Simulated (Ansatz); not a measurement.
GaAs in the zincblende structure, relaxed with r2SCAN in Ansatz: it is cubic, F-43m (No. 216); a = 5.666 Å in the conventional setting, 22.74 Å³ an atom. Ga has 4 As at 2.45 Å; As has 4 Ga at 2.45 Å. It was then strained (uniaxial along z, other directions held), atoms relaxed again within the symmetry left. Unstrained, HSE06 gives 1.364 eV (Γ, 6×6×6 mesh), and the band edges keep their places in every row. Only one sign of strain is shown, since it lowers the symmetry, and equivalent edge states can then move with another slope on the other side. Stress is positive in compression. No spin polarisation and no zero-point or thermal motion.

Axes as in this cell:
```yaml
crystal:
  lattice:
    - [0.00000, 2.83309, 2.83309]
    - [2.83309, 0.00000, 2.83309]
    - [2.83309, 2.83309, 0.00000]
  atoms:
    - { symbol: Ga, position: [0.00000, 0.00000, 0.00000] }
    - { symbol: As, position: [0.25000, 0.25000, 0.25000] }
```

| strain (%) | ε | ΔE_g, HSE06 (eV) | Δσ_zz, r2SCAN (GPa) |
| --- | --- | --- | --- |
| -4.0 | -0.0400 | +0.177 | +4.92 |
| -3.12 | -0.0312 | +0.138 | +3.80 |
| -2.0 | -0.0200 | +0.089 | +2.41 |
| -1.5 | -0.0150 | +0.066 | +1.79 |
| -1.18 | -0.0118 | +0.052 | +1.41 |

Fit ΔE_g = a x + b x² to these rows by least squares, with x = ε.
The normal equations take Σx² = 3.338e-03, Σx³ = -1.074e-04, Σx⁴ = 3.738e-06, ΣxΔE = -1.477e-02 and Σx²ΔE = 4.752e-04, and give a = -4.42 eV, b = +0.1 eV; the largest residual is 0.001 eV.

Fit the change of σ_zz in the same way.
Δσ_zz = -117.7 x + (133) x² GPa. The slope, 118 GPa, is C₁₁ in these axes.

Predict the withheld row at -2.5 % (x = -0.0250).
ΔE_g ≈ -4.42 × (-0.0250) + (0.1) × (-0.0250)² = +0.111 eV, and Δσ_zz ≈ +3.03 GPa. The runs give +0.111 eV and +3.03 GPa, off by 0.000 eV and 0.00 GPa.

Spin-orbit coupling is left out.
